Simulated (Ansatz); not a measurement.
A run of Ansatz 0.2.0 is set up as follows.

Contents of input.yaml:

```yaml
crystal:
  lattice:
    - [2.8273666084, 1.6323808724, 2.3183934932]
    - [-2.8273666084, 1.6323808724, 2.3183934932]
    - [0.0, -3.2647617449, 2.3183934932]
  atoms:
    - { symbol: Ba, position: [0.0, 0.0, 0.0] }
    - { symbol: Ti, position: [0.4845, 0.4845, 0.4845] }
    - { symbol: O, position: [0.5086, 0.0175, 0.5086] }
    - { symbol: O, position: [0.0175, 0.5086, 0.5086] }
    - { symbol: O, position: [0.5086, 0.5086, 0.0175] }
hamiltonian:
  xc: r2scan
  pseudopotentials: { kind: paw }
kpoints:
  mp_grid: { grid: [7, 7, 7] }
scf:
  occupations: { method: fermi_dirac, width: 0.05 }
output:
  forces: true
  stress: true
  eigenvalues: true
  write_density: true
  write_potential: true
  elf: true
  volumetric_format: npy
relax:
  f_tol: 0.01
  max_steps: 40
  cell: { stress_tol: 0.05 }
```

Potentials or basis: Ansatz PAW.

Launch:

```sh
$ ansatz run input.yaml --threads 2 --pin off --max-ram 5632MiB --backend cpu --events-out ev --progress --plain --runs-dir out
```

Problem. Estimate the relaxed volume.

Solution. 13.03 Å³/atom.

Problem. What does it give for the space group after relaxing (to 0.05 Å)?

Solution. R3m (No. 160).

Problem. What does it give for the band gap on the k mesh?

Solution. 2.93 eV, indirect (least direct gap 3.29 eV).

Step by step:
```csv
step,energy change (eV),largest force (eV/Å),volume (Å³)
1,0.0000,0.1333,64.20
2,-0.0055,0.0842,64.87
3,-0.0056,0.0772,64.96
4,-0.0058,0.0671,65.00
5,-0.0061,0.0149,65.16
6,-0.0062,0.0006,65.14
7,-0.0066,0.0006,65.14
```

Caveat: odd divisions of the mesh miss points on the zone boundary, where band edges often lie, so the gap on the mesh can be too wide; the plane-wave basis is chosen anew once the cell has moved, so the energies of steps on either side of that aren't comparable; spin-orbit coupling is left out, which moves the levels of the heavy elements; the PAW data sets come from PBE, with cores solved anew for the run's functional, which leaves a small shift of forces and pressure. r2SCAN opens gaps a little over a GGA but as a rule still falls short of measured ones.
